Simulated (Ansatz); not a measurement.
The system is Te.

```
Te
1.0
     4.45400    0.00000    0.00000
    -2.22700    3.85728    0.00000
     0.00000    0.00000    5.92400
Te
3
Direct
  0.73100 0.73100 0.00000
  0.00000 0.26900 0.66667
  0.26900 0.00000 0.33333
```

Program: Ansatz 0.2.0. Alike in all runs: task single point; level HSE06 form with a typed share of exact exchange; potentials or basis Ansatz PAW; no spin polarisation; cell as given; k mesh 4 × 4 × 3; cutoff (eV) 420; smearing fermi-dirac 0.05 eV.

**Question.** Order these runs on this cell by their band gap on the k mesh, lowest first.
A. screening (1/Å) 0.1
B. screening (1/Å) 0.6
C. screening (1/Å) 0.2

**Answer.** B (0.94 eV), C (1.29 eV), A (1.52 eV).

Caveats: odd divisions of the mesh miss points on the zone boundary, where band edges often lie, so the gap on the mesh can be too wide; spin-orbit coupling is left out, which moves the levels of the heavy elements.

A k mesh can miss the band edges.
